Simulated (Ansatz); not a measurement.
# BaS (P1) in Ansatz: convergence with basis error

Aim: find how far basis error must go before the results for BaS settle, at PBE. This setting moves, with any that are tied to it; all else stays.

Program: Ansatz 0.2.0. These are calculated values, not measurements. Logs are shortened: lines on timing, memory, paths and dates and some standing lists are left out, and cuts for length are marked.

### 1 The cell of the first run

The typed cell holds 2 atoms: a = 4.517 Å, b = 4.517 Å, c = 4.517 Å, α = 60.00°, β = 60.00°, γ = 60.00°.

The cell isn't the ideal one: atoms moved at random, drawn with an rms of 0.05 Å.

### 2 With basis error 0.03 eV/atom

Contents of input.yaml:

```yaml
crystal:
  lattice:
    - [0.0, 3.19375, 3.19375]
    - [3.19375, 0.0, 3.19375]
    - [3.19375, 3.19375, 0.0]
  atoms:
    - { symbol: Ba, position: [-0.00087, 0.009381, 0.00649] }
    - { symbol: S, position: [0.503426, 0.498018, 0.499967] }
kpoints:
  mp_grid: { grid: [4, 4, 4] }
scf:
  occupations: { method: fermi_dirac, width: 0.05 }
hamiltonian:
  xc: pbe
  pseudopotentials: { kind: all_electron, lapw: { basis_error: 0.03 } }
output:
  forces: true
  stress: true
  eigenvalues: true
```

Potentials or basis: all-electron LAPW, scalar-relativistic.

Started as:

```
$ ansatz run input.yaml --threads 1 --pin off --max-ram 3072MiB --backend cpu --events-out ev --progress --plain --runs-dir out
```

The program printed:

```text
Warning: RAYON_NUM_THREADS=1 ignored (pool sized by the plan → 1); use --threads N
LAPW: plane waves up to 4.870 Å⁻¹, error target 3.0e-2 eV per atom; small_component_spin mean_spin; S in spheres of 1.487 Å, 12 of its electrons in bands, Dirac shells []; Ba in spheres of 1.650 Å, 26 of its electrons in bands, Dirac shells [] (how accurate: hamiltonian.pseudopotentials.lapw.basis_error, Limitations)
Engine: ansatz 0.2.0, aarch64-unknown-linux-gnu
Pseudopotentials: kind: all_electron
Pseudopotential: Ba, LAPW, valence charge 26, lapw/all_electron/scalar/gaussian/Ba, Koelling and Harmon's equation, gaussian nucleus
Pseudopotential: S, LAPW, valence charge 12, lapw/all_electron/scalar/gaussian/S, Koelling and Harmon's equation, gaussian nucleus
Functional definition: PBE
  parameter kappa = 0.804
  parameter beta = 0.06672455060314922
  exchange = pbe_x(kappa = kappa, mu = beta*pi^2/3)
  correlation = pbe_c(beta = beta)
Crystal: 2 atoms, lattice volume = 65.153 Å³
Basis set: ecut = 90.36574884712385 eV, 137 PW (Γ), exchange–correlation at level 2
Bands: 23, of which v1, the nominal top of the filled ones, is band 19 counted from 1 (18 counted from 0)
Symmetry: 1 space group operations
Space group: P1 (ITA 1), of the structure as read, at distance tolerance 4.0e-5 Å
k-points: 36 of 64 (time reversal used)
Non-local potential: Ba, projectors of the file, none
Non-local potential: S, projectors of the file, none
Initial density: superposition of atomic densities (chi_scale 0.1, normalization cell, long waves kept (reshape's long-wave potential 0.00 eV rms))
Initial wavefunctions: plane waves of lowest kinetic energy (no species holds an atomic orbital)
Functional: x = pbe(κ = 0.804, μ = 0.2195149727645171), c = pbe(β = 0.06672455060314922)
iter 1 solved again at ethr=3.30e-3 eV; its pass at ethr=1.00e-1 eV (dr2=1.25e0 eV) is discarded
SCF iter   1: F=—  HF=-232239.627573 eV  |F-HF|=—  |Δ(HF+E_count)|=         —  Δρ=2.81e-2  dr2=1.25e0  ethr=3.30e-3  ⟨swp⟩=2.2  Hψ=5461  notcnv=0
preconditioner: auto → none  [insulator: Δε(μ)=3.176 eV  Ē_g=12.288 eV  σ=0.050 eV  W_gap=1.00  n_scr=14 (ndim 8)  ℏωp=17.2 eV  f_vac=0.000  D(μ)=0.00/eV (n_scr^D=0)  ε∞_Penn≈3.0]
iter 2 solved again at ethr=8.52e-5 eV; its pass at ethr=3.29e-3 eV (dr2=3.24e-2 eV) is discarded
SCF iter   2: F=—  HF=-232239.225584 eV  |F-HF|=—  |Δ(HF+E_count)|=   4.02e-1  Δρ=5.96e-3  dr2=3.25e-2  ethr=8.52e-5  ⟨swp⟩=2.1  Hψ=4576  notcnv=0
SCF iter   3: F=—  HF=-232239.178602 eV  |F-HF|=—  |Δ(HF+E_count)|=   4.70e-2  Δρ=4.81e-3  dr2=3.30e-2  ethr=8.52e-5  ⟨swp⟩=3.0  Hψ=2975  notcnv=0  defer=1
SCF iter   4: F=—  HF=-232239.190538 eV  |F-HF|=—  |Δ(HF+E_count)|=   1.19e-2  Δρ=9.52e-4  dr2=1.18e-3  ethr=8.52e-5  ⟨swp⟩=2.3  Hψ=2822  notcnv=0
SCF iter   5: F=—  HF=-232239.191426 eV  |F-HF|=—  |Δ(HF+E_count)|=   8.88e-4  Δρ=1.66e-4  dr2=3.15e-5  ethr=3.11e-6  ⟨swp⟩=3.0  Hψ=2758  notcnv=0
SCF iter   6: F=—  HF=-232239.191452 eV  |F-HF|=—  |Δ(HF+E_count)|=   2.59e-5  Δρ=2.92e-5  dr2=9.97e-7  ethr=8.30e-8  ⟨swp⟩=3.0  Hψ=2866  notcnv=0
SCF iter   7: F=—  HF=-232239.191453 eV  |F-HF|=—  |Δ(HF+E_count)|=   1.80e-6  Δρ=8.96e-6  dr2=1.19e-7  ethr=2.62e-9  ⟨swp⟩=3.0  Hψ=2869  notcnv=0
SCF iter   8: F=-232239.191453 eV  HF=-232239.191453 eV  |F-HF|=8.50e-9  |Δ(HF+E_count)|=   2.82e-9  Δρ=1.87e-6  dr2=2.25e-9  ethr=3.14e-10  ⟨swp⟩=3.0  Hψ=2806  notcnv=0
SCF 1 converged in 8 iterations: F = -232239.191453 eV  dr2 = 2.25e-9
SCF converged after 8 iterations
Free energy (F): -232239.191453 eV
Harris-Foulkes:  -232239.191453 eV  (|F-HF|=8.50e-9)
Internal energy: -232239.191453 eV  (E = F + TS)
E sigma→0 (E₀):  -232239.191453 eV
Fermi energy:    8.950593 eV
--- Per-component energies (eV) ---
  E_band       = -2587.587946
  E_kinetic    = 246791.582412
  E_xc         = -6093.425601
  E_electrostatic = -472937.348264  (all electrons and nuclei)
  E_smearing   = -0.000000  (= −TS)
  E_closure    = 0.000000  (closes the sum)
  E_atoms      = -232228.982511  (free atoms, spherical and without spin; not in F)
  Σ components = -232239.191453   (vs F -232239.191453, Δ=0.00e0)
  Basis errors (estimates in eV, not in F): energy 1.2e-2 per atom: plane waves 1.1e-2 (6.2e-3 summed), levels above the bands 2.7e-34, relativity 2.2e-6, radial functions 3.4e-4, core shells 4.5e-5; eigenvalues (radial functions only) 1.2e-4; not estimated: angular momenta, meshes, grids; target (lapw.basis_error) 3.0e-2; muffin-tin radii S 1.487 Å, Ba 1.650 Å
--- Forces (eV/Å), atoms counted from 1 ---
  atom   1  Ba    -0.10736678    -0.01311243    -0.04173691
  atom   2  S      0.10736773     0.01311260     0.04173755
  max |Σ_I F_I| component: 9.47e-7 eV/Å
--- Stress (GPa, compression-positive) ---
        1.006858      -0.003114      -0.009888
       -0.003114       0.868106      -0.001252
       -0.009888      -0.001252       0.887640
  P = ⅓ Tr σ = 0.9209 GPa (9.209 kbar)
--- Band table (eV; the first three rows and the last of 36) ---
  k-point 0: bands = ["-165.0934", "-165.0934", "-165.0932", "-140.0052", "-140.0051", "-140.0048", "-73.8777", "-73.8776", "-73.8776", "-73.8697", "-73.8695", "-18.1113", "-3.1778", "-3.1707", "-3.1704", "-2.4486", "7.8283", "7.8284", "7.8294", "11.5219", "11.8020", "11.8092", "11.8117"]
  k-point 1: bands = ["-165.0934", "-165.0934", "-165.0932", "-140.0052", "-140.0051", "-140.0048", "-73.8777", "-73.8776", "-73.8775", "-73.8696", "-73.8695", "-18.0889", "-3.9213", "-3.1907", "-3.1894", "-1.6607", "6.7357", "7.2550", "7.2599", "11.9535", "12.6374", "12.6397", "13.3006"]
  k-point 2: bands = ["-165.0934", "-165.0934", "-165.0932", "-140.0052", "-140.0051", "-140.0048", "-73.8776", "-73.8775", "-73.8775", "-73.8696", "-73.8695", "-18.0662", "-4.3314", "-3.2088", "-3.2078", "-1.2013", "5.9812", "6.8243", "6.8271", "13.3677", "13.4823", "14.2452", "14.2503"]
  k-point 35: bands = ["-165.0934", "-165.0934", "-165.0932", "-140.0052", "-140.0051", "-140.0048", "-73.8776", "-73.8775", "-73.8775", "-73.8696", "-73.8695", "-18.0662", "-4.3298", "-3.2086", "-3.2076", "-1.2034", "5.9809", "6.8224", "6.8235", "13.3442", "13.5191", "14.2462", "14.2510"]
```

Run time: 5.6 s. Hardware: 1 thread of Arm Neoverse V1, shared host; peak memory 0.21 GiB.

What came out:

* Free energy: -232239.1915 eV
* Pressure: 0.9 GPa
* Largest force: 0.116 eV/Å
* Band gap on the k mesh: 2.21 eV, indirect (least direct gap 2.31 eV)

### 3 With basis error 0.01 eV/atom

input.yaml: that of step 2 with these lines changed.

```diff
@@ -14,3 +14,3 @@
   xc: pbe
-  pseudopotentials: { kind: all_electron, lapw: { basis_error: 0.03 } }
+  pseudopotentials: { kind: all_electron, lapw: { basis_error: 0.01 } }
 output:
```

Potentials or basis: all-electron LAPW, scalar-relativistic.

Started as:

```
$ ansatz run input.yaml --threads 1 --pin off --max-ram 3072MiB --backend cpu --events-out ev --progress --plain --runs-dir out
```

Run time: 7.7 s. Hardware: 1 thread of Arm Neoverse V1, shared host; peak memory 0.22 GiB.

Results:

```yaml
Free_energy: -232239.2039 eV
Pressure: 0.9 GPa
Largest_force: 0.115 eV/Å
Band_gap_on_the_k_mesh: 2.21 eV, indirect (least direct gap 2.31 eV)
```

### 4 With basis error 0.003 eV/atom

input.yaml: that of step 3 with these lines changed.

```diff
@@ -14,3 +14,3 @@
   xc: pbe
-  pseudopotentials: { kind: all_electron, lapw: { basis_error: 0.01 } }
+  pseudopotentials: { kind: all_electron, lapw: { basis_error: 0.003 } }
 output:
```

Started as:

```
$ ansatz run input.yaml --threads 1 --pin off --max-ram 3072MiB --backend cpu --events-out ev --progress --plain --runs-dir out
```

Run time: 10 s. Hardware: 1 thread of Arm Neoverse V1, shared host; peak memory 0.24 GiB.

What came out:

```yaml
Free_energy: -232239.2079 eV
Pressure: 0.9 GPa
Largest_force: 0.115 eV/Å
Band_gap_on_the_k_mesh: 2.21 eV, indirect (least direct gap 2.31 eV)
```

### 5 With basis error 0.001 eV/atom

input.yaml: that of step 4 with these lines changed.

```diff
@@ -14,3 +14,3 @@
   xc: pbe
-  pseudopotentials: { kind: all_electron, lapw: { basis_error: 0.003 } }
+  pseudopotentials: { kind: all_electron, lapw: { basis_error: 0.001 } }
 output:
```

Started as:

```
$ ansatz run input.yaml --threads 1 --pin off --max-ram 3072MiB --backend cpu --events-out ev --progress --plain --runs-dir out
```

Run time: 12 s. Hardware: 1 thread of Arm Neoverse V1, shared host; peak memory 0.26 GiB.

What came out:

| Item | Value |
| --- | --- |
| Free energy | -232239.2092 eV |
| Pressure | 0.9 GPa |
| Largest force | 0.115 eV/Å |
| Band gap on the k mesh | 2.21 eV, indirect (least direct gap 2.31 eV) |

### 6 With basis error 0.0003 eV/atom

input.yaml: that of step 5 with these lines changed.

```diff
@@ -14,3 +14,3 @@
   xc: pbe
-  pseudopotentials: { kind: all_electron, lapw: { basis_error: 0.001 } }
+  pseudopotentials: { kind: all_electron, lapw: { basis_error: 0.0003 } }
 output:
```

Potentials or basis: all-electron LAPW, scalar-relativistic.

Started as:

```
$ ansatz run input.yaml --threads 1 --pin off --max-ram 3072MiB --backend cpu --events-out ev --progress --plain --runs-dir out
```

It took 15 s on 1 thread of Arm Neoverse V1, shared host; peak memory 0.28 GiB.

The run converged. Its results:

* Free energy: -232239.2097 eV
* Pressure: 0.9 GPa
* Largest force: 0.115 eV/Å
* Band gap on the k mesh: 2.21 eV, indirect (least direct gap 2.31 eV)

### 7 With basis error 0.0001 eV/atom

input.yaml: that of step 6 with these lines changed.

```diff
@@ -14,3 +14,3 @@
   xc: pbe
-  pseudopotentials: { kind: all_electron, lapw: { basis_error: 0.0003 } }
+  pseudopotentials: { kind: all_electron, lapw: { basis_error: 0.0001 } }
 output:
```

Started as:

```
$ ansatz run input.yaml --threads 1 --pin off --max-ram 3072MiB --backend cpu --events-out ev --progress --plain --runs-dir out
```

Run time: 19 s. Hardware: 1 thread of Arm Neoverse V1, shared host; peak memory 0.29 GiB.

The run converged. Its results:

* Free energy: -232239.2098 eV
* Pressure: 0.9 GPa
* Largest force: 0.115 eV/Å
* Band gap on the k mesh: 2.21 eV, indirect (least direct gap 2.31 eV)

### 8 Result

```tsv
basis error	energy less the tightest run, at zero smearing (meV/atom)	SCF cycles	CPU time (s)	peak memory (GiB)
0.03 eV/atom	9.16	8	5.6	0.21
0.01 eV/atom	2.93	8	7.7	0.22
0.003 eV/atom	0.95	8	10	0.24
0.001 eV/atom	0.29	8	12	0.26
0.0003 eV/atom	0.06	8	15	0.28
0.0001 eV/atom	0.00	8	19	0.29
```

Against the tightest run, the energy stays within 1 meV/atom from 0.003 eV/atom on. The tightest run that finished is the yardstick and may itself not be fully converged.

Caveats: all runs use coarse meshes; spin-orbit coupling is left out, which moves the levels of the heavy elements.
